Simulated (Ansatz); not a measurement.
# Au: a vibration from a frozen displacement

These are results of DFT PBE, scalar-relativistic, plane waves, PAW (Ansatz), not measurements. Cutoff 420 eV, Γ-centred 10×10×10 k-points, Gaussian smearing of 0.15 eV. Spin–orbit coupling is left out, which matters for the heavy elements here. No spin polarisation. Energies are free energies at this smearing, counted from the undisturbed cell; pressure is positive in compression.

The starting cell (as given, not relaxed at this level; it stands at 7.9 GPa):

```yaml
crystal:
  lattice:
    - [-4.09100, -4.09100, 0.00000]
    - [0.00000, -4.09100, 4.09100]
    - [-4.09100, 0.00000, 4.09100]
  atoms:
    - { symbol: Au, position: [0.50000, 0.00000, 0.00000] }
    - { symbol: Au, position: [0.00000, 0.00000, 0.00000] }
    - { symbol: Au, position: [0.50000, 0.50000, 0.00000] }
    - { symbol: Au, position: [0.00000, 0.50000, 0.00000] }
    - { symbol: Au, position: [0.50000, 0.00000, 0.50000] }
    - { symbol: Au, position: [0.00000, 0.00000, 0.50000] }
    - { symbol: Au, position: [0.50000, 0.50000, 0.50000] }
    - { symbol: Au, position: [0.00000, 0.50000, 0.50000] }
```

Atom 1 (Au) is moved by x along the Cartesian unit vector (0.707, 0.707, 0.000); the cell and all other atoms stay fixed. The cell's volume is 136.94 Å³; the moved atoms weigh 196.967 u together and the others 1378.766 u. Some rows repeat others by symmetry and weren't run.

| x (Å) | ΔE (meV/cell) | total force on the moved atoms along the move (eV/Å) | pressure (GPa) |
| --- | --- | --- | --- |
| -0.2000 | 156.35 | 1.6231 | 8.7849 |
| -0.1750 | 118.64 | 1.3954 | 8.5769 |
| -0.1500 | 86.50 | 1.1779 | 8.3979 |
| -0.1250 | 59.68 | 0.9690 | 8.2474 |
| -0.1000 | 37.99 | 0.7669 | 8.1249 |
| -0.0750 | 21.28 | 0.5705 | 8.0300 |
| -0.0500 | 9.43 | 0.3782 | 7.9625 |
| -0.0250 | 2.35 | 0.1884 | 7.9220 |
| 0.0000 | 0.00 | 0.0000 | 7.9085 |
| 0.0250 | 2.35 | -0.1884 | 7.9220 |
| 0.0500 | 9.43 | -0.3782 | 7.9625 |
| 0.0750 | 21.28 | -0.5705 | 8.0300 |
| 0.1000 | 37.99 | -0.7669 | 8.1249 |
| 0.1250 | 59.68 | -0.9690 | 8.2474 |
| 0.1500 | 86.50 | -1.1779 | 8.3979 |
| 0.1750 | 118.64 | -1.3954 | 8.5769 |
| 0.2000 | 156.35 | -1.6231 | 8.7849 |

**Question.** What frequency belongs to this motion?

**Answer.** The force constant is k = −dF/dx = 7.535 eV/Å², from the parabola through x = -0.0250, 0 and 0.0250. In every cell the moved atoms swing against the rest, so the mass is μ = m₁m₂/(m₁ + m₂) = 172.346 u, and ν̃ = 521.5 cm⁻¹ × √(|k|/μ) = 109 cm⁻¹, at this cell's pressure of 7.9 GPa. The pattern needn't be a normal mode: ν̃² is then a weighted mean of the squared nonzero frequencies at the zone centre of this cell, so it lies between the lowest and the highest of them.

**Question.** How far does the harmonic law reach?

**Answer.** At x = -0.200 Å, kx²/2 = 150.70 meV against the computed 156.35 meV (+3.8 %): the well is still close to harmonic there.

**Question.** The pressure changes with x². What does that say about the frequency under compression?

**Answer.** With E = k(V)x²/2, k ∝ V^(−2γ) and x scaling with the cell as V^(1/3), P − P0 = −∂E/∂V = (2γ − 2/3) ΔE/V. At x = 0.0500 Å, V(P − P0) = 136.94 × 0.05394 / 160.2 eV = 46.10 meV and ΔE = 9.43 meV, so γ = 1/3 + V(P − P0)/(2ΔE) = 2.78. This is the Grüneisen parameter of the motion under uniform scaling of the cell: shrinking the cell evenly by 1 % in volume raises the frequency by about 2.78 %.

In a metal these slopes depend on the k mesh and the smearing.

The restoring force grows slightly faster than linearly, so the well stiffens at larger displacement. Inversion symmetry at the fcc site removes the cubic term, leaving a positive quartic one. The likely cause is short-range repulsion between filled 5d shells as the atom moves towards a nearest neighbour. The same steep repulsion probably explains the large Grüneisen parameter of 2.78, in keeping with gold's known strong anharmonicity.

The positive pressure fits PBE's familiar underbinding of gold: its equilibrium lattice is too large, so this cell is compressed on the PBE scale. Relaxing it to zero pressure should therefore lower the 109 cm⁻¹.

In this supercell the nonzero zone-centre modes are the folded X and L phonons of the primitive lattice. The frequency is thus a root-mean-square average over zone-boundary vibrations, both transverse and longitudinal, and not a line to be sought in a spectrum. It says nothing about the long-wavelength acoustic modes that govern the elastic response and the low-temperature heat capacity.
